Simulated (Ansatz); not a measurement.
# WC (F-43m) in Ansatz: reference runs

Aim: a first look at WC with PBE, on the cell as given and on a disturbed one.

All numbers are computed with Ansatz 0.2.0; they aren't measurements. Logs are shortened: lines on timing, memory, paths and dates and some standing lists are left out, and cuts for length are marked.

## 1. The structure

It takes space group F-43m (No. 216, cubic). Conventional cell: a = 4.604 Å, b = 4.604 Å, c = 4.604 Å, α = 90.00°, β = 90.00°, γ = 90.00°. W (site symmetry -43m) is surrounded by 4 C at 1.99 Å. C (site symmetry -43m) is surrounded by 4 W at 1.99 Å.

The cell was built by a generator and needn't be a form met in nature.

## 2. Single point, PBE

File input.yaml:

```yaml
crystal:
  lattice:
    - [0.0, 2.3021091, 2.3021091]
    - [2.3021091, 0.0, 2.3021091]
    - [2.3021091, 2.3021091, 0.0]
  atoms:
    - { symbol: W, position: [0.0, 0.0, 0.0] }
    - { symbol: C, position: [0.75, 0.75, 0.75] }
kpoints:
  mp_grid: { grid: [10, 10, 10] }
scf:
  occupations: { method: fermi_dirac, width: 0.05 }
hamiltonian:
  xc: pbe
  pseudopotentials: { kind: all_electron, lapw: { basis_error: 0.001 } }
output:
  forces: true
  stress: true
  eigenvalues: true
  populations: true
```

Potentials or basis: all-electron LAPW, scalar-relativistic.

Launch:

```bash
$ ansatz run input.yaml --threads 1 --pin off --max-ram 3072MiB --backend cpu --events-out ev --progress --plain --runs-dir out
```

Log:

```text
Warning: RAYON_NUM_THREADS=1 ignored (pool sized by the plan → 1); use --threads N
W: projections on atomic orbitals take those of the free atom 1s2 2s2 2p6 3s2 3p6 3d10 4s2 4p6 4d10 4f14 5s2 5p6 5d4 6s2, of charge +0.00 (hamiltonian.pseudopotentials.projection_atoms)
C: projections on atomic orbitals take those of the free atom 1s2 2s2 2p2, of charge +0.00 (hamiltonian.pseudopotentials.projection_atoms)
LAPW: plane waves up to 10.450 Å⁻¹, error target 1.0e-3 eV per atom; small_component_spin mean_spin; C in spheres of 0.805 Å, 6 of its electrons in bands, Dirac shells []; W in spheres of 1.189 Å, 46 of its electrons in bands, Dirac shells [] (how accurate: hamiltonian.pseudopotentials.lapw.basis_error, Limitations)
Engine: ansatz 0.2.0, x86_64-unknown-linux-gnu
Pseudopotentials: kind: all_electron
Pseudopotential: W, LAPW, valence charge 46, lapw/all_electron/scalar/gaussian/W, Koelling and Harmon's equation, gaussian nucleus
Pseudopotential: C, LAPW, valence charge 6, lapw/all_electron/scalar/gaussian/C, Koelling and Harmon's equation, gaussian nucleus
Functional definition: PBE
  parameter kappa = 0.804
  parameter beta = 0.06672455060314922
  exchange = pbe_x(kappa = kappa, mu = beta*pi^2/3)
  correlation = pbe_c(beta = beta)
Crystal: 2 atoms, lattice volume = 24.401 Å³
Basis set: ecut = 416.07099259123027 eV, 459 PW (Γ), exchange–correlation at level 2
Bands: 32, of which v1, the nominal top of the filled ones, is band 26 counted from 1 (25 counted from 0)
Symmetry: 24 space group operations
Space group: F-43m (ITA 216), of the structure as read, at distance tolerance 2.9e-5 Å
k-points: 47 of 1000 (time reversal used)
Non-local potential: W, projectors of the file, none
Non-local potential: C, projectors of the file, none
Initial density: superposition of atomic densities (chi_scale 0.1, normalization cell, long waves kept (reshape's long-wave potential 0.00 eV rms))
Initial wavefunctions: plane waves of lowest kinetic energy (no species holds an atomic orbital)
Functional: x = pbe(κ = 0.804, μ = 0.2195149727645171), c = pbe(β = 0.06672455060314922)
iter 1 solved again at ethr=1.38e-2 eV; its pass at ethr=1.00e-1 eV (dr2=7.19e0 eV) is discarded
SCF iter   1: F=—  HF=-440240.318894 eV  |F-HF|=—  |Δ(HF+E_count)|=         —  Δρ=1.52e-1  dr2=7.20e0  ethr=1.38e-2  ⟨swp⟩=2.0  Hψ=9513  notcnv=0
preconditioner: auto → Kerker (q_TF=auto, 3.095 Å⁻¹)  [metal: Δε(μ)=0.029 eV  Ē_g=28.284 eV  σ=0.050 eV  W_gap=0.14  n_scr=14 (ndim 8)  ℏωp=41.2 eV  f_vac=0.002  D(μ)=1.42/eV (n_scr^D=14)]
iter 2 solved again at ethr=1.33e-3 eV; its pass at ethr=1.38e-2 eV (dr2=6.93e-1 eV) is discarded
SCF iter   2: F=—  HF=-440238.110659 eV  |F-HF|=—  |Δ(HF+E_count)|=    2.21e0  Δρ=4.66e-2  dr2=6.93e-1  ethr=1.33e-3  ⟨swp⟩=2.0  Hψ=7580  notcnv=0
SCF iter   3: F=—  HF=-440238.008800 eV  |F-HF|=—  |Δ(HF+E_count)|=         —  Δρ=3.05e-2  dr2=2.99e-1  ethr=1.33e-3  ⟨swp⟩=2.0  Hψ=4174  notcnv=0
the basis was enlarged: its passes take 372.3 KiB over the memory plan, 1 of 1 planned eigensolver slots
SCF iter   4: F=—  HF=-440237.990275 eV  |F-HF|=—  |Δ(HF+E_count)|=   1.85e-2  Δρ=9.74e-3  dr2=2.52e-2  ethr=5.75e-4  ⟨swp⟩=2.9  Hψ=4546  notcnv=0
SCF iter   5: F=—  HF=-440237.954698 eV  |F-HF|=—  |Δ(HF+E_count)|=   3.56e-2  Δρ=3.26e-3  dr2=1.58e-3  ethr=4.85e-5  ⟨swp⟩=3.0  Hψ=4710  notcnv=0
SCF iter   6: F=—  HF=-440237.955465 eV  |F-HF|=—  |Δ(HF+E_count)|=   7.68e-4  Δρ=9.37e-4  dr2=1.94e-4  ethr=3.04e-6  ⟨swp⟩=2.9  Hψ=4342  notcnv=0
SCF iter   7: F=—  HF=-440237.955596 eV  |F-HF|=—  |Δ(HF+E_count)|=   1.31e-4  Δρ=2.19e-4  dr2=1.34e-5  ethr=3.74e-7  ⟨swp⟩=3.0  Hψ=4517  notcnv=0
SCF iter   8: F=—  HF=-440237.955599 eV  |F-HF|=—  |Δ(HF+E_count)|=   2.37e-6  Δρ=8.12e-5  dr2=2.26e-6  ethr=2.58e-8  ⟨swp⟩=3.0  Hψ=4550  notcnv=0
SCF iter   9: F=—  HF=-440237.955599 eV  |F-HF|=—  |Δ(HF+E_count)|=   1.55e-7  Δρ=3.24e-5  dr2=3.62e-7  ethr=4.35e-9  ⟨swp⟩=2.7  Hψ=4332  notcnv=0
SCF iter  10: F=-440237.955599 eV  HF=-440237.955599 eV  |F-HF|=2.02e-8  |Δ(HF+E_count)|=   4.50e-8  Δρ=9.99e-6  dr2=2.61e-8  ethr=6.96e-10  ⟨swp⟩=2.8  Hψ=4346  notcnv=0
SCF 1 converged in 10 iterations: F = -440237.955599 eV  dr2 = 2.61e-8
SCF converged after 10 iterations
Free energy (F): -440237.955599 eV
Harris-Foulkes:  -440237.955599 eV  (|F-HF|=2.02e-8)
Internal energy: -440237.949299 eV  (E = F + TS)
E sigma→0 (E₀):  -440237.952449 eV
Entropy (-TS):   -0.006300 eV (-3.150 meV/atom)
Fermi energy:    22.089255 eV
--- Per-component energies (eV) ---
  E_band       = -6206.134840
  E_kinetic    = 492923.872113
  E_xc         = -8981.029062
  E_electrostatic = -924180.792350  (all electrons and nuclei)
  E_smearing   = -0.006300  (= −TS)
  E_closure    = 0.000000  (closes the sum)
  E_atoms      = -440218.421447  (free atoms, spherical and without spin; not in F)
  Σ components = -440237.955599   (vs F -440237.955599, Δ=0.00e0)
  Basis errors (estimates in eV, not in F): energy 4.7e-4 per atom: plane waves 4.3e-4 (2.6e-4 summed), levels above the bands 7.0e-113, relativity 2.8e-8, radial functions 4.0e-5, core shells 1.2e-10; eigenvalues (radial functions only) 2.6e-6; not estimated: angular momenta, meshes, grids; target (lapw.basis_error) 1.0e-3; muffin-tin radii C 0.805 Å, W 1.189 Å
--- Forces (eV/Å), atoms counted from 1 ---
  atom   1  W     -0.00000000     0.00000000    -0.00000000
  atom   2  C      0.00000000    -0.00000000     0.00000000
  max |Σ_I F_I| component: 2.96e-16 eV/Å
--- Stress (GPa, compression-positive) ---
       17.928808       0.000000      -0.000000
        0.000000      17.928808      -0.000000
       -0.000000      -0.000000      17.928808
  P = ⅓ Tr σ = 17.9288 GPa (179.288 kbar)
--- Band table (eV; the first three rows and the last of 47) ---
  k-point 0: bands = ["-542.5106", "-396.5303", "-396.5303", "-396.5303", "-243.4912", "-211.5945", "-211.5945", "-211.5840", "-211.5840", "-211.5840", "-52.5615", "-16.7499", "-16.7499", "-16.7499", "-6.7812", "-6.7752", "-6.7752", "-6.7752", "-6.7556", "-6.7556", "-6.7556", "7.9270", "16.0644", "16.0644", "16.0644", "22.0205", "22.0205", "24.9012", "29.9607", "29.9607", "29.9607", "36.7755"]
  k-point 1: bands = ["-542.5106", "-396.5303", "-396.5303", "-396.5303", "-243.4912", "-211.5945", "-211.5945", "-211.5840", "-211.5840", "-211.5840", "-52.5596", "-16.7883", "-16.7556", "-16.7556", "-6.7802", "-6.7751", "-6.7746", "-6.7746", "-6.7567", "-6.7567", "-6.7555", "8.1316", "15.9065", "16.1719", "16.1719", "21.9064", "21.9064", "25.3626", "29.6392", "30.1432", "30.1432", "34.9700"]
  k-point 2: bands = ["-542.5106", "-396.5303", "-396.5303", "-396.5303", "-243.4912", "-211.5945", "-211.5945", "-211.5840", "-211.5840", "-211.5840", "-52.5547", "-16.8875", "-16.7703", "-16.7703", "-6.7786", "-6.7739", "-6.7731", "-6.7731", "-6.7596", "-6.7596", "-6.7554", "8.6701", "15.6364", "16.4287", "16.4287", "21.7662", "21.7662", "26.1876", "29.1841", "30.1965", "30.1965", "32.2811"]
  k-point 46: bands = ["-542.5106", "-396.5303", "-396.5303", "-396.5303", "-243.4912", "-211.5945", "-211.5945", "-211.5840", "-211.5840", "-211.5840", "-52.5355", "-17.0550", "-16.9683", "-16.9003", "-6.7714", "-6.7693", "-6.7687", "-6.7675", "-6.7672", "-6.7658", "-6.7624", "10.7900", "15.4716", "17.4839", "18.7990", "19.9630", "22.2917", "23.9328", "25.9286", "27.8992", "34.7878", "34.9870"]
--- Löwdin populations: 2 sites ---
  site symbol       q [e]
     0      W     73.1656
     1      C      6.7526
  spilling = 0.001023 (of n_electrons = 80.000000)
```

It took 67 s on 1 thread of Intel Xeon at 2.50GHz (Skylake/Cascade Lake), shared host; peak memory 0.36 GiB.

What came out:

| Item | Value |
| --- | --- |
| Free energy | -440237.9556 eV |
| Pressure | 17.9 GPa |
| Band gap on the k mesh | none (metal or under the smearing width) |
| Loewdin charges | W +0.83; C -0.75 e |

Levels at points of the mesh, in eV from the Fermi level:
| k point | band 22 | band 23 | band 24 | band 25 | band 26 | band 27 | band 28 | band 29 | band 30 | band 31 |
| --- | --- | --- | --- | --- | --- | --- | --- | --- | --- | --- |
| (0.00, 0.00, 0.00) | -14.16 | -6.02 | -6.02 | -6.02 | -0.07 | -0.07 | 2.81 | 7.87 | 7.87 | 7.87 |
| (0.00, 0.00, -0.50) | -12.13 | -5.80 | -5.28 | -5.28 | 0.88 | 0.88 | 1.28 | 5.29 | 5.29 | 6.03 |
| (0.00, -0.50, -0.50) | -11.35 | -7.80 | -2.81 | -2.81 | -2.27 | 1.67 | 2.01 | 2.94 | 2.94 | 12.93 |

Caveat: so large a pressure means that the cell lies far from this level's equilibrium, or that cutoff or potentials fall short.

## 3. Single point, PBE (atoms moved at random, drawn with an rms of 0.05 Å)

Edit input.yaml of step 2 so:

```diff
@@ -6,4 +6,4 @@
   atoms:
-    - { symbol: W, position: [0.0, 0.0, 0.0] }
-    - { symbol: C, position: [0.75, 0.75, 0.75] }
+    - { symbol: W, position: [-0.020005, -0.005394, 0.008947] }
+    - { symbol: C, position: [0.747457, 0.762778, 0.747732] }
 kpoints:
```

Potentials or basis: all-electron LAPW, scalar-relativistic.

Launch:

```bash
$ ansatz run input.yaml --threads 1 --pin off --max-ram 3072MiB --backend cpu --events-out ev --progress --plain --runs-dir out
```

It took 11 min on 1 thread of Intel Xeon at 2.50GHz (Skylake/Cascade Lake), shared host; peak memory 1.4 GiB.

The run converged. Its results:

```
Free energy            : -440237.8836 eV
Pressure               : 19.1 GPa
Largest force          : 1.696 eV/Å
Band gap on the k mesh : none (metal or under the smearing width)
Loewdin charges        : W +0.83; C -0.75 e
```

Forces in eV/Å, atoms in the order of the input:
```
W    0.386  0.362  1.611
C   -0.386 -0.362 -1.611
```

Stress tensor (GPa, compression positive):
```
19.63 12.30  2.39
12.30 19.64  2.61
 2.39  2.61 18.14
```

Levels at points of the mesh, in eV from the Fermi level:
```tsv
k point	band 23	band 24	band 25	band 26	band 27	band 28	band 29	band 30
(0.00, 0.00, 0.00)	-6.16	-6.00	-5.80	-0.04	-0.04	2.80	7.21	8.00
(0.00, 0.00, -0.50)	-5.78	-5.27	-4.99	0.59	1.13	1.16	4.82	5.25
(0.00, -0.50, 0.00)	-5.78	-5.52	-5.30	0.70	1.09	1.70	5.49	5.71
(0.00, -0.50, -0.50)	-7.78	-2.90	-2.77	-2.14	1.68	2.08	2.90	3.05
(-0.50, 0.00, 0.00)	-5.78	-5.51	-5.29	0.69	1.09	1.69	5.48	5.69
(-0.50, 0.00, -0.50)	-7.78	-2.90	-2.77	-2.14	1.68	2.08	2.90	3.05
(-0.50, -0.50, 0.00)	-7.74	-3.03	-2.53	-2.28	1.69	2.12	2.69	3.28
(-0.50, -0.50, -0.50)	-5.76	-5.10	-4.90	0.64	0.91	1.08	4.61	4.88
```

Spin-orbit coupling is left out, which matters for the levels of W.
